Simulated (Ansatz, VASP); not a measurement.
**PtSe2 (Sudovikovite): VASP beside Ansatz**

Contents of INCAR:

```
  ALGO = Normal
  EDIFF = 1E-6
  ENCUT = 520
  ISIF = 2
  ISMEAR = -1
  LASPH = T
  LCHARG = T
  LELF = T
  LREAL = F
  LVHAR = T
  LWAVE = F
  NBANDS = 18
  NELM = 60
  PREC = Accurate
  SIGMA = 0.05
```

File KPOINTS:

```
k-points
0
Gamma
  8 8 5
```

The input POSCAR:

```
PtSe2
1.0
    3.7240000000      0.0000000000      0.0000000000
   -1.8620000000      3.2250786037      0.0000000000
    0.0000000000      0.0000000000      5.0620000000
Pt Se
1 2
Direct
    0.0000000000      0.0000000000      0.0000000000
    0.6666666667      0.3333333333      0.7500000000
    0.3333333333      0.6666666667      0.2500000000
```

Contents of input.yaml:

```yaml
crystal:
  lattice:
    - [3.724, 0.0, 0.0]
    - [-1.862, 3.2250786037, 0.0]
    - [0.0, 0.0, 5.062]
  atoms:
    - { symbol: Pt, position: [0.0, 0.0, 0.0] }
    - { symbol: Se, position: [0.6666666667, 0.3333333333, 0.75] }
    - { symbol: Se, position: [0.3333333333, 0.6666666667, 0.25] }
kpoints:
  mp_grid: { grid: [8, 8, 5] }
scf:
  occupations: { method: fermi_dirac, width: 0.05 }
hamiltonian:
  xc: lda
  pseudopotentials: { kind: all_electron, lapw: { basis_error: 0.002 } }
output:
  forces: true
  stress: true
  eigenvalues: true
```

Alike in both runs: task single point; functional LDA; k mesh 8 × 8 × 5; occupations fermi-dirac, width 0.05 eV; no spin polarisation.

|  | VASP | Ansatz |
| --- | --- | --- |
| version | VASP 6.6.1 | Ansatz 0.2.0 |
| potentials or method | VASP PAW LDA potentials, release 64 (Pt, Se) | all-electron LAPW, scalar-relativistic |
| plane-wave cutoff (eV) | 520 | see its input |

VASP gave:

| Property | Result |
| --- | --- |
| gap on the k mesh at the Fermi level (eV) | none |
| pressure (GPa) | -0.1 |
| largest component of the traceless stress (GPa) | 0.79 |
| rms of the force components (eV/Å) | 0.117 |

**Question.** Which values does Ansatz return?

**Answer.** gap on the k mesh at the Fermi level (eV): none; pressure (GPa): -0.4; largest component of the traceless stress (GPa): 0.66; rms of the force components (eV/Å): 0.092.

Atom by atom the forces differ by 0.025 eV/Å (rms over components). A gap of «none» marks a metal or a gap that the smearing closes. Ansatz ran all-electron here, so the differences hold the error of VASP's frozen core and of both bases.

The runs have no spin-orbit coupling, so splittings on Pt are missing.
